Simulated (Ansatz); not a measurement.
The system is BN.

```
N B
1.0
     1.25112    0.72234    3.37293
    -1.25112    0.72234    3.37293
     0.00000   -1.44467    3.37293
N B
1 1
Direct
  0.66724 0.66724 0.66724
  0.00033 0.00033 0.00033
```

The cell is a database's computed one.

```yaml
Program: Ansatz 0.2.0
Task: relaxation of cell and atoms
Functional: RPBE
Dispersion: D4
Potentials_or_basis: Ansatz PAW
Cutoff: "420 eV (not typed: the program's choice for these potentials)"
k_mesh: 12 × 12 × 12
Occupations: fermi-dirac, width 0.05 eV
Spin: no spin polarisation
```

At the start: volume 9.14 Å³/atom.

Question: How do energy, volume and symmetry change on relaxing?

Answer: It ends after 10 steps and the volume is 8.34 Å³/atom (-8.8 %); space group R3m (No. 160, to 0.05 Å).

Step by step:
| step | energy change (eV) | largest force (eV/Å) | volume (Å³) |
| --- | --- | --- | --- |
| 1 | 0.0000 | 0.0039 | 18.29 |
| 2 | -0.0113 | 0.0161 | 17.68 |
| 3 | -0.0189 | 0.0095 | 16.83 |
| 4 | -0.0186 | 0.0031 | 16.92 |
| 5 | -0.0187 | 0.0002 | 16.89 |
| 6 | -0.0163 | 0.0006 | 16.89 |
| 7 | -0.0173 | 0.0011 | 16.70 |
| 8 | -0.0167 | 0.0011 | 16.70 |
| 9 | -0.0168 | 0.0000 | 16.68 |
| 10 | -0.0167 | 0.0000 | 16.68 |

Final structure:
```
N B
1.0
     1.25446    0.72427    3.05921
    -1.25446    0.72427    3.05921
     0.00000   -1.44853    3.05921
N B
1 1
Cartesian
  0.0000 0.0000 6.1259
  0.0000 0.0000 0.0008
```

Caveat: the plane-wave basis is chosen anew once the cell has moved, so the energies of steps on either side of that aren't comparable; the pressure holds a Pulay correction of +0.5 GPa for the finite cutoff; the PAW data sets come from PBE, with cores solved anew for the run's functional, which leaves a small shift of forces and pressure.
